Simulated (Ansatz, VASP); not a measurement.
# Cross-check of Ga2AsP (random alloy of the zinc-blende GaP-GaAs line, x = 0.5) between VASP and Ansatz

Aim: how closely do two programs agree when they are given the same cell, functional and k mesh? Of the first pair: The structure shown is the start of the Ansatz relaxation below; VASP solves that cell, so the two are compared at the walk's first step.

Calculated with Ansatz 0.2.0; plane waves, with VASP 6.6.1 beside it; PBE.

## (1) The structure

The cell holds 64 atoms: 32 Ga, 16 P and 16 As. Its edges and angles: a = 11.260 Å, b = 11.260 Å, c = 11.260 Å, α = 90.0°, β = 90.0°, γ = 90.0°. It derives from GaP (zinc-blende GaP-GaAs), repeated 2×2×2. Zinc-blende GaP-GaAs: 64 atoms, 16 of 32 P sites given to As at random, cell and internal coordinates interpolated linearly between the end members (Vegard's rule); (so at first; earlier steps may have moved the atoms), displaced by a Gaussian of 0.02 A. Lattice constants are starting values near those of PBE.

## (2) Ansatz: relaxation, PBE

Ansatz runs on its default PAW (the set named soft_2) files.

The two programs are compared at the cell with which this relaxation starts, whose forces are those of its first step.

Contents of input.yaml:

```yaml
crystal:
  lattice:
    - [11.26, 0.0, 0.0]
    - [0.0, 11.26, 0.0]
    - [0.0, 0.0, 11.26]
  atoms:
    - { symbol: Ga, position: [0.99926, 0.9999, 0.99621] }
    - { symbol: P, position: [0.12791, 0.12181, 0.1235] }
    - { symbol: Ga, position: [0.00089, 0.24779, 0.24812] }
    - { symbol: P, position: [0.12339, 0.37598, 0.37907] }
    - { symbol: Ga, position: [0.25007, 0.99801, 0.25096] }
    - { symbol: As, position: [0.37394, 0.12497, 0.37709] }
    - { symbol: Ga, position: [0.24867, 0.25002, 0.99844] }
    - { symbol: As, position: [0.37472, 0.37546, 0.12324] }
    - { symbol: Ga, position: [0.9994, 0.99958, 0.49887] }
    - { symbol: As, position: [0.12289, 0.12248, 0.62473] }
    - { symbol: Ga, position: [0.99952, 0.25396, 0.74568] }
    - { symbol: As, position: [0.1252, 0.37566, 0.87741] }
    - { symbol: Ga, position: [0.25089, 0.9985, 0.75] }
    - { symbol: P, position: [0.37596, 0.12444, 0.87637] }
    - { symbol: Ga, position: [0.24668, 0.25307, 0.50261] }
    - { symbol: As, position: [0.3744, 0.37609, 0.62509] }
    - { symbol: Ga, position: [0.99853, 0.50016, 0.00178] }
    - { symbol: P, position: [0.12432, 0.62433, 0.12487] }
    - { symbol: Ga, position: [0.00077, 0.75227, 0.24887] }
    - { symbol: As, position: [0.1259, 0.87538, 0.3717] }
    - { symbol: Ga, position: [0.24926, 0.49976, 0.24993] }
    - { symbol: As, position: [0.37558, 0.62138, 0.37508] }
    - { symbol: Ga, position: [0.2488, 0.74744, 0.00093] }
    - { symbol: As, position: [0.37631, 0.87384, 0.1265] }
    - { symbol: Ga, position: [0.99932, 0.50012, 0.49805] }
    - { symbol: P, position: [0.12781, 0.62028, 0.62484] }
    - { symbol: Ga, position: [0.00123, 0.74639, 0.74966] }
    - { symbol: As, position: [0.12486, 0.87646, 0.87722] }
    - { symbol: Ga, position: [0.24928, 0.49754, 0.75243] }
    - { symbol: P, position: [0.37716, 0.62418, 0.87562] }
    - { symbol: Ga, position: [0.25068, 0.75101, 0.50036] }
    - { symbol: P, position: [0.3775, 0.87191, 0.62685] }
    - { symbol: Ga, position: [0.50068, 0.99961, 0.00208] }
    - { symbol: P, position: [0.62084, 0.12706, 0.12569] }
    - { symbol: Ga, position: [0.49799, 0.25077, 0.24946] }
    - { symbol: P, position: [0.62959, 0.37826, 0.37578] }
    - { symbol: Ga, position: [0.74872, 0.99896, 0.24942] }
    - { symbol: As, position: [0.874, 0.1234, 0.37395] }
    - { symbol: Ga, position: [0.74951, 0.24908, 0.99876] }
    - { symbol: As, position: [0.87335, 0.37953, 0.12238] }
    - { symbol: Ga, position: [0.49819, 0.00077, 0.49943] }
    - { symbol: P, position: [0.62575, 0.12642, 0.62724] }
    - { symbol: Ga, position: [0.50134, 0.24823, 0.75197] }
    - { symbol: P, position: [0.62187, 0.3748, 0.87412] }
    - { symbol: Ga, position: [0.74812, 0.00105, 0.74967] }
    - { symbol: P, position: [0.87681, 0.12237, 0.8765] }
    - { symbol: Ga, position: [0.75088, 0.25022, 0.49748] }
    - { symbol: P, position: [0.87455, 0.37225, 0.6213] }
    - { symbol: Ga, position: [0.50583, 0.50172, 0.00318] }
    - { symbol: P, position: [0.62424, 0.62624, 0.12624] }
    - { symbol: Ga, position: [0.50107, 0.75001, 0.24959] }
    - { symbol: As, position: [0.62132, 0.87608, 0.37575] }
    - { symbol: Ga, position: [0.75199, 0.49951, 0.25309] }
    - { symbol: As, position: [0.87421, 0.62277, 0.37667] }
    - { symbol: Ga, position: [0.74917, 0.74777, 0.00022] }
    - { symbol: As, position: [0.87634, 0.87543, 0.12588] }
    - { symbol: Ga, position: [0.5073, 0.50146, 0.50272] }
    - { symbol: P, position: [0.62147, 0.62565, 0.62637] }
    - { symbol: Ga, position: [0.49935, 0.74844, 0.7507] }
    - { symbol: As, position: [0.62444, 0.87395, 0.87704] }
    - { symbol: Ga, position: [0.75237, 0.50054, 0.74919] }
    - { symbol: As, position: [0.87591, 0.62647, 0.87612] }
    - { symbol: Ga, position: [0.74742, 0.7494, 0.50064] }
    - { symbol: P, position: [0.87611, 0.87671, 0.62635] }
kpoints:
  mp_grid: { grid: [1, 1, 1] }
hamiltonian:
  xc: pbe
scf:
  occupations: { method: fermi_dirac, width: 0.025 }
output:
  forces: true
relax:
  f_tol: 0.04
  max_steps: 150
  cell: {}
```

Launch:

```bash
$ ansatz run input.yaml --threads 4 --pin off --max-ram 8192MiB --backend cpu --events-out ev --progress --plain --runs-dir out
```

Numbers of over 12 decimals in the logs are rounded to 6 here.

The program printed:

```text
Engine: ansatz 0.2.0, x86_64-unknown-linux-gnu
Pseudopotentials: kind: paw
Pseudopotential: Ga, paw, valence charge 13, recommended cutoff 420 eV (normal), Ga.paw.azcp
Pseudopotential: P, paw, valence charge 5, recommended cutoff 420 eV (normal), P.paw.azcp
Pseudopotential: As, paw, valence charge 15, recommended cutoff 420 eV (normal), As.paw.azcp
Functional definition: PBE
  parameter kappa = 0.804
  parameter beta = 0.066725
  exchange = pbe_x(kappa = kappa, mu = beta*pi^2/3)
  correlation = pbe_c(beta = beta)
Crystal: 64 atoms, lattice volume = 1427.628 Å³
Basis set: ecut = 420 eV, 28017 PW (Γ), exchange–correlation on 160×160×160 points (8 copies of the dense FFT grid, shifted against one another)
Bands: 442, of which v1, the nominal top of the filled ones, is band 368 counted from 1 (367 counted from 0)
Symmetry: 1 space group operations
Space group: P1 (ITA 1), of the structure as read, at distance tolerance 1.1e-4 Å
k-points: 1
Non-local potential: Ga, projectors of the file, l = 0: 2, l = 1: 2, l = 2: 3, l = 3: 1
Non-local potential: P, projectors of the file, l = 0: 2, l = 1: 2, l = 2: 2
Non-local potential: As, projectors of the file, l = 0: 2, l = 1: 2, l = 2: 3, l = 3: 1
PAW form: soft (Blöchl's): semilocal exchange-correlation on the pseudo side does not see the compensation charge
PAW one-centre angular grid: Ga, 590 points (default); XC on 64 Gauss nodes
PAW one-centre angular grid: P, 110 points (default); XC on 64 Gauss nodes
PAW one-centre angular grid: As, 590 points (default); XC on 64 Gauss nodes
Initial density: superposition of atomic densities (neutral atoms: chi_scale 0, normalization atom), corrected by the library's trained network
Initial wavefunctions: pseudopotential atomic-orbital guess
Functional: x = pbe(κ = 0.804, μ = 0.219515), c = pbe(β = 0.066725)
SCF iter   1: F=—  HF=-210863.820221 eV  |F-HF|=—  |Δ(HF+E_count)|=         —  Δρ=1.84e-3  dr2=3.46e-2  ethr=1.77e-3  ⟨swp⟩=7.0  Hψ=1791  notcnv=0  defer=13
preconditioner: auto → Resta (q_TF=auto, 2.443 Å⁻¹)  ε∞=3.8  [insulator: Δε(μ)=0.801 eV  Ē_g=14.069 eV  σ=0.025 eV  W_gap=1.00  n_scr=364 (ndim 8)  ℏωp=23.6 eV  f_vac=0.053  D(μ)=0.00/eV (n_scr^D=0)  ε∞_Penn≈3.8]
SCF iter   2: F=—  HF=-210863.770290 eV  |F-HF|=—  |Δ(HF+E_count)|=   4.99e-2  Δρ=7.28e-4  dr2=7.68e-3  ethr=4.70e-6  ⟨swp⟩=3.0  Hψ=951  notcnv=0  defer=58
SCF iter   3: F=—  HF=-210863.771119 eV  |F-HF|=—  |Δ(HF+E_count)|=   8.30e-4  Δρ=4.83e-4  dr2=1.75e-3  ethr=1.04e-6  ⟨swp⟩=2.0  Hψ=741  notcnv=0  defer=58
SCF iter   4: F=—  HF=-210863.769823 eV  |F-HF|=—  |Δ(HF+E_count)|=   1.30e-3  Δρ=1.51e-4  dr2=2.49e-4  ethr=2.38e-7  ⟨swp⟩=2.0  Hψ=661  notcnv=0  defer=58
SCF iter   5: F=—  HF=-210863.769904 eV  |F-HF|=—  |Δ(HF+E_count)|=   8.12e-5  Δρ=3.68e-5  dr2=1.94e-5  ethr=3.38e-8  ⟨swp⟩=2.0  Hψ=741  notcnv=0  defer=58
SCF iter   6: F=—  HF=-210863.769079 eV  |F-HF|=—  |Δ(HF+E_count)|=   8.25e-4  Δρ=2.41e-5  dr2=6.58e-6  ethr=2.64e-9  ⟨swp⟩=3.0  Hψ=759  notcnv=0  defer=58
SCF iter   7: F=—  HF=-210863.769082 eV  |F-HF|=—  |Δ(HF+E_count)|=   2.58e-6  Δρ=7.89e-6  dr2=6.99e-7  ethr=8.94e-10  ⟨swp⟩=2.0  Hψ=737  notcnv=0  defer=58
SCF iter   8: F=—  HF=-210863.769083 eV  |F-HF|=—  |Δ(HF+E_count)|=   1.10e-6  Δρ=2.59e-6  dr2=1.12e-7  ethr=9.50e-11  ⟨swp⟩=3.0  Hψ=795  notcnv=0  defer=58
SCF iter   9: F=-210863.769083 eV  HF=-210863.769083 eV  |F-HF|=1.75e-10  |Δ(HF+E_count)|=   1.54e-9  Δρ=1.05e-6  dr2=1.21e-8  ethr=1.36e-11  ⟨swp⟩=5.0  Hψ=1473  notcnv=0
SCF 1 converged in 9 iterations: F = -210863.769083 eV  dr2 = 1.21e-8
  greatest PAW one-centre occupation: 0.999 electrons in one spin orbital (limit 2), on the As atom at site 11 (counted from 0), in its partial waves of l = 2
relax step   1: F+E_penalty+E_count = -210863.76908284 eV  Δ(F+E_penalty+E_count) = +0.000e0 eV  max|allowed force component| = 1.038e0 eV/Å  Δτ_max = 0.0000 Å  P = +0.175 GPa  Ω = 1427.628 Å³  (9 SCF iters, dr2 threshold 1.00e-7 eV, accepted)
Crystal: 64 atoms, lattice volume = 1428.446 Å³
Basis set: ecut = 420 eV, 27933 PW (Γ), exchange–correlation on 160×160×160 points (8 copies of the dense FFT grid, shifted against one another)
Initial density: handed on by an earlier stage of this run
Initial wavefunctions: those handed on with the density
iter 1 solved again at ethr=3.74e-5 eV; its pass at ethr=3.10e-3 eV (dr2=2.75e-1 eV) is discarded
SCF iter   1: F=—  HF=-210864.752558 eV  |F-HF|=—  |Δ(HF+E_count)|=         —  Δρ=7.14e-3  dr2=2.76e-1  ethr=3.74e-5  ⟨swp⟩=11.0  Hψ=1909  notcnv=0  defer=1
preconditioner: auto → Resta (q_TF=auto, 2.443 Å⁻¹)  ε∞=3.8  [insulator: Δε(μ)=0.795 eV  Ē_g=14.076 eV  σ=0.025 eV  W_gap=1.00  n_scr=364 (ndim 8)  ℏωp=23.6 eV  f_vac=0.054  D(μ)=0.00/eV (n_scr^D=0)  ε∞_Penn≈3.8]
SCF iter   2: F=—  HF=-210864.718225 eV  |F-HF|=—  |Δ(HF+E_count)|=   3.43e-2  Δρ=3.62e-3  dr2=7.23e-2  ethr=3.74e-5  ⟨swp⟩=2.0  Hψ=514  notcnv=0  defer=69
[...]
atom  12  As     0.00069164    -0.00117554     0.00019798
  atom  13  Ga     0.00053783     0.00080266    -0.00032648
  atom  14  P     -0.00014335     0.00008185     0.00016869
  atom  15  Ga     0.00136479    -0.00017800    -0.00154510
  atom  16  As    -0.00055136    -0.00004001     0.00115276
  atom  17  Ga     0.00016012     0.00056180     0.00013844
  atom  18  P      0.00047272     0.00002828    -0.00102193
  atom  19  Ga     0.00040624    -0.00034636    -0.00091487
  atom  20  As    -0.00021936    -0.00042449     0.00204680
  atom  21  Ga     0.00031172     0.00027388    -0.00044726
  atom  22  As     0.00080711    -0.00003769     0.00211596
  atom  23  Ga     0.00030565     0.00043743    -0.00121555
  atom  24  As    -0.00018777     0.00003016     0.00019338
  atom  25  Ga    -0.00064027     0.00132673    -0.00121971
  atom  26  P     -0.00097434    -0.00018712    -0.00048022
  atom  27  Ga     0.00036749     0.00058413    -0.00028285
  atom  28  As    -0.00110828    -0.00015247    -0.00012807
  atom  29  Ga    -0.00045055     0.00046495    -0.00023408
  atom  30  P     -0.00044527    -0.00075292    -0.00063850
  atom  31  Ga    -0.00020304     0.00089938    -0.00049998
  atom  32  P      0.00002797     0.00012601     0.00228801
  atom  33  Ga     0.00044967    -0.00006418    -0.00013347
  atom  34  P      0.00055456     0.00020180    -0.00122501
  atom  35  Ga     0.00043183     0.00089857    -0.00027601
[...]
atom  57  Ga    -0.00030515    -0.00017383    -0.00080862
  atom  58  P      0.00114340     0.00013090    -0.00117761
  atom  59  Ga     0.00013992     0.00036804    -0.00001604
  atom  60  As    -0.00029588    -0.00081186     0.00011566
  atom  61  Ga    -0.00003131    -0.00020918     0.00021165
  atom  62  As    -0.00113085     0.00062364     0.00121746
  atom  63  Ga     0.00032335     0.00010486    -0.00126280
  atom  64  P     -0.00030162     0.00046732     0.00062798
  max |Σ_I F_I| component: 2.64e-6 eV/Å
--- Stress (GPa, compression-positive) ---
       -0.002560       0.000064       0.000024
        0.000064      -0.002504       0.000429
        0.000024       0.000429      -0.002213
  P = ⅓ Tr σ = -0.0024 GPa (-0.024 kbar)
--- Relaxed structure (4 steps of the walk, 4 accepted, 1 SCFs on fresh bases) ---
  F+E_penalty+E_count = -210864.76239745 eV   max|allowed force component| = 2.494e-3 eV/Å   (the final SCF, on the basis selected at the relaxed cell)
  cell:  # Å, volume = 1426.8275 Å³
    - [11.259159, 4.223198610410917e-5, 0.000183074]
    - [4.223198610410917e-5, 11.257765, -0.000307921]
    - [0.000183074, -0.000307921, 11.256758]
  atoms:
    - { symbol: Ga, position: [0.999400, 1.006359, 0.998500] }
    - { symbol: P, position: [0.125052, 0.125978, 0.123910] }
    - { symbol: Ga, position: [0.00527814, 0.250378, 0.250624] }
    - { symbol: P, position: [0.123827, 0.375827, 0.375495] }
    - { symbol: Ga, position: [0.247327, 1.002247, 0.247369] }
    - { symbol: As, position: [0.376228, 0.125895, 0.375493] }
    - { symbol: Ga, position: [0.251264, 0.244066, 0.998776] }
    - { symbol: As, position: [0.375999, 0.374743, 0.124170] }
    - { symbol: Ga, position: [0.995616, 0.996057, 0.503136] }
    - { symbol: As, position: [0.124079, 0.124810, 0.626513] }
    - { symbol: Ga, position: [0.992729, 0.250870, 0.750567] }
    - { symbol: As, position: [0.125113, 0.374647, 0.874899] }
    - { symbol: Ga, position: [0.257428, 0.999814, 0.751079] }
    - { symbol: P, position: [0.377295, 0.124924, 0.875019] }
    - { symbol: Ga, position: [0.247225, 0.253976, 0.497535] }
    - { symbol: As, position: [0.376997, 0.375603, 0.626349] }
    - { symbol: Ga, position: [1.002349, 0.502174, 0.00295577] }
    - { symbol: P, position: [0.126194, 0.623582, 0.125182] }
    - { symbol: Ga, position: [0.00282336, 0.746477, 0.247727] }
    - { symbol: As, position: [0.125184, 0.873831, 0.376427] }
    - { symbol: Ga, position: [0.244799, 0.499062, 0.250880] }
    - { symbol: As, position: [0.375185, 0.623587, 0.376416] }
    - { symbol: Ga, position: [0.250759, 0.743509, -0.000563723] }
    - { symbol: As, position: [0.375220, 0.874795, 0.123168] }
    - { symbol: Ga, position: [1.002155, 0.495977, 0.503837] }
    - { symbol: P, position: [0.125039, 0.624650, 0.625432] }
    - { symbol: Ga, position: [-0.000638756, 0.750200, 0.744490] }
    - { symbol: As, position: [0.125916, 0.874803, 0.874288] }
    - { symbol: Ga, position: [0.250635, 0.505314, 0.750585] }
    - { symbol: P, position: [0.376179, 0.624554, 0.874094] }
    - { symbol: Ga, position: [0.251150, 0.750081, 0.506435] }
    - { symbol: P, position: [0.376339, 0.873768, 0.627511] }
    - { symbol: Ga, position: [0.500277, 1.005717, -0.000417335] }
    - { symbol: P, position: [0.625028, 0.127208, 0.123128] }
    - { symbol: Ga, position: [0.506657, 0.251031, 0.250600] }
    - { symbol: P, position: [0.626100, 0.374736, 0.376441] }
    - { symbol: Ga, position: [0.746765, 1.003740, 0.247422] }
    - { symbol: As, position: [0.874001, 0.126790, 0.376284] }
    - { symbol: Ga, position: [0.747197, 0.247942, 0.996256] }
    - { symbol: As, position: [0.873899, 0.373801, 0.125119] }
    - { symbol: Ga, position: [0.499823, -0.000174947, 0.507398] }
    - { symbol: P, position: [0.626059, 0.125829, 0.627408] }
    - { symbol: Ga, position: [0.502718, 0.247197, 0.753768] }
    - { symbol: P, position: [0.624890, 0.373850, 0.874006] }
    - { symbol: Ga, position: [0.753282, 0.00224933, 0.747884] }
    - { symbol: P, position: [0.872827, 0.126094, 0.874083] }
    - { symbol: Ga, position: [0.747035, 0.253293, 0.503214] }
    - { symbol: P, position: [0.872814, 0.374818, 0.625372] }
    - { symbol: Ga, position: [0.502432, 0.501459, -0.00450236] }
    - { symbol: P, position: [0.623944, 0.622360, 0.124018] }
    - { symbol: Ga, position: [0.502228, 0.746774, 0.247493] }
    - { symbol: As, position: [0.624975, 0.874808, 0.377249] }
    - { symbol: Ga, position: [0.744390, 0.498676, 0.250881] }
    - { symbol: As, position: [0.874747, 0.622949, 0.377295] }
    - { symbol: Ga, position: [0.746690, 0.746847, 0.00185188] }
    - { symbol: As, position: [0.874926, 0.875755, 0.124053] }
    - { symbol: Ga, position: [0.506406, 0.499255, 0.500083] }
    - { symbol: P, position: [0.625035, 0.623567, 0.626483] }
    - { symbol: Ga, position: [0.497539, 0.746623, 0.747847] }
    - { symbol: As, position: [0.624210, 0.875659, 0.873364] }
    - { symbol: Ga, position: [0.746754, 0.495915, 0.747595] }
    - { symbol: As, position: [0.874053, 0.623554, 0.873189] }
    - { symbol: Ga, position: [0.750252, 0.749555, 0.507286] }
    - { symbol: P, position: [0.873733, 0.874663, 0.626614] }
```

(Part 1 of 2 ends here.)

[Lines on the potential files, build, host, timing and source positions are cut from VASP's logs without a mark.]

[Logs are printed without paths, hosts, clocks, repeated set-up lines and the standing remarks that a program may print on its own settings, such as how far it seeks lower states.]

[Hosts, paths, dates, database ids (printed as entryN), source tags and the programs' standing remarks are cut or masked in the printed files.]
